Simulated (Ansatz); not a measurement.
Crystal: Te2Pt (Moncheite).

```
CELL_PARAMETERS angstrom
4.01000 0.00000 0.00000
-2.00500 3.47276 0.00000
0.00000 0.00000 5.20100
ATOMIC_POSITIONS crystal
Pt 0.00000 0.00000 0.00000
Te 0.66667 0.33333 0.75000
Te 0.33333 0.66667 0.25000
```

```yaml
Program: Ansatz 0.2.0
Task: relaxation of cell and atoms
Functional: revPBE
Potentials_or_basis: Ansatz PAW
Cutoff: "420 eV (not typed: the program's choice for these potentials)"
k_mesh: 8 × 8 × 5
Occupations: fermi-dirac, width 0.05 eV
Spin: no spin polarisation
```

At the start: volume 24.14 Å³/atom.

Question: How do energy, volume and symmetry change on relaxing?

Answer: It ends after 8 steps and the volume is 27.10 Å³/atom (+12.2 %); space group P-3m1 (No. 164, to 0.05 Å).

Step by step:
```csv
step,energy change (eV),largest force (eV/Å),volume (Å³)
1,0.0000,1.0471,72.43
2,-0.1938,0.0781,77.32
3,-0.1982,0.0878,77.85
4,-0.2075,0.0946,80.52
5,-0.2107,0.0367,81.08
6,-0.2109,0.0013,81.15
7,-0.2109,0.0012,81.29
8,-0.2129,0.0015,81.29
```

Final structure:
```
Pt Te
1.0
     4.10137    0.00000    0.00000
    -2.05068    3.55189    0.00000
     0.00000    0.00000    5.58009
Pt Te
1 2
Cartesian
  0.0000 0.0000 0.0000
  2.0507 1.1840 4.2128
  0.0000 2.3679 1.3672
```

Caveat: the plane-wave basis is chosen anew once the cell has moved, so the energies of steps on either side of that aren't comparable; the volume moved by +12 % from the deposited cell, more than functionals usually miss; the PAW data sets come from PBE, with cores solved anew for the run's functional, which leaves a small shift of forces and pressure.
